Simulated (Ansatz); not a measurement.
# Direct or indirect: TiSO sheet (P3m1)

```xyz
3
Lattice="3.1742 0.0000 0.0000 -1.5871 2.7489 0.0000 0.0000 0.0000 28.9547" Properties=species:S:1:pos:R:3 pbc="T T T"
Ti    0.0000    0.0000    9.6895
S     0.0000    1.8326    8.0998
O     1.5871    0.9163   10.4819
```

Method: Ansatz, PBE, independent particles, without spin-orbit coupling, line width 0.2 eV (Gaussian). The band structure gives a fundamental gap of 0.59 eV. The spectrum of vertical transitions near the edge:

```csv
E (eV),"absorbance (%), E ∥ xy"
0.12,0.00
0.24,0.01
0.36,0.12
0.48,0.65
0.60,1.81
0.72,3.08
0.84,3.81
0.96,4.11
1.08,4.32
1.20,4.54
1.32,4.81
1.44,5.11
1.56,5.41
1.68,5.65
1.80,5.87
```

Q: Is the gap direct or indirect, and about where do vertical transitions set in?

A: Direct: the band path has its least direct gap at the fundamental one, 0.59 eV, and the curves rise from there. Lines are broadened by 0.2 eV, which spreads the edge.

Cells made by substitution are models, which may or may not match a known phase.

[Logs are printed without paths, hosts, clocks, repeated set-up lines and the standing remarks that a program may print on its own settings, such as how far it seeks lower states.]
